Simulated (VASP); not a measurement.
Co: electrostatic potential with PBE

The system is Co.

```
Co
1.0
     2.49131    0.00000    0.00000
    -1.24566    2.15754    0.00000
     0.00000    0.00000    4.02280
Co
2
Direct
  0.33333 0.66667 0.25000
  0.66667 0.33333 0.75000
```

The cell was built by a generator and needn't be a form met in nature.

```
Program                : VASP 6.6.1
Task                   : electrostatic potential
Functional             : PBE
Potentials or basis    : VASP PAW PBE potentials, release 64 (Co)
Cutoff                 : 520 eV
k mesh                 : 20 × 20 × 10
Occupations            : methfessel-paxton, width 0.1 eV
Spin                   : collinear spin, ferromagnetic start
Starting moments       : [1.8, 1.8] μB
Further INCAR settings : ALGO = Normal; EDIFF = 1e-07
```

* Pressure: 0.0 GPa
* Band gap on the k mesh: none (metal or under the smearing width)
* Net moment: 3.19 μB per cell
* Site moments: Co +1.61 μB
* Valence electrons inside the program's atomic spheres: Co 8.28

Levels at points of the mesh, in eV from the Fermi level:
Spin up:
| k point | band 8 | band 9 | band 10 | band 11 | band 12 | band 13 | band 14 | band 15 |
| --- | --- | --- | --- | --- | --- | --- | --- | --- |
| (0.00, 0.00, 0.00) | -1.93 | -1.93 | -0.82 | -0.82 | -0.05 | 6.41 | 21.99 | 24.58 |
| (0.50, 0.00, 0.00) | -0.69 | -0.59 | -0.54 | 1.32 | 3.33 | 9.73 | 10.39 | 12.78 |
| (0.00, 0.00, 0.50) | -2.66 | -1.13 | -1.13 | -1.13 | -1.13 | 15.11 | 15.11 | 22.72 |
| (0.50, 0.00, 0.50) | -1.06 | -0.60 | -0.60 | 1.61 | 1.61 | 7.29 | 7.29 | 18.38 |
Spin down:
```
           k point  band 3  band 4  band 5  band 6  band 7  band 8  band 9  band 10  band 11  band 12
(0.00, 0.00, 0.00)   -0.98   -0.96   -0.96   -0.59   -0.59   -0.18   -0.18    -0.12     1.05     1.05
(0.50, 0.00, 0.00)   -3.25   -1.86   -1.13   -1.03   -0.61    1.18    1.31     1.34     2.54     4.30
(0.00, 0.00, 0.50)   -1.54   -1.54   -1.03   -1.03   -1.03   -1.03    0.71     0.71     0.71     0.71
(0.50, 0.00, 0.50)   -2.38   -2.38   -0.07   -0.07    0.25    0.25    1.28     1.28     2.21     2.21
```

Wall time 77 s on 1 thread of Intel(R) Xeon(R) 6975P-C (Granite Rapids), on a shared host, peak memory 0.24 GiB.
